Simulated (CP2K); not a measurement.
Crystal: Si.

```
Si
1.0
     3.60746    0.00000    0.00000
    -2.62785    2.47147    0.00000
    -0.48980   -1.23573    3.35363
Si
2
Direct
  0.50000 0.50000 0.00000
  0.25000 0.75000 0.50000
```

This isn't the form of Si at room conditions, which is diamond.

Base run:

- Program: CP2K 2026.2
- Functional: TASK
- Potentials or basis: POTENTIAL_UZH Si GTH-SCAN-q4; TZVP-MOLOPT-SCAN-GTH basis
- Density cutoff: 9184 eV
- k mesh: 11 × 11 × 11
- Occupations: fermi-dirac, width 0.05 eV
- Spin: no spin polarisation

Its results: band gap on the k mesh none (metal or under the smearing width); pressure 3.6 GPa.

Question: The run is repeated on the same cell with these changes: functional from TASK to SCAN; occupations from fermi-dirac, width 0.05 eV to fermi-dirac, width 0.0259 eV. What comes out?

Answer: Band gap on the k mesh none (metal or under the smearing width); pressure 0.6 GPa.

Caveats: the basis of atomic orbitals isn't converged, which shifts pressures, moduli and gaps; the potentials were made for another functional, which shifts forces and pressure (some runs).
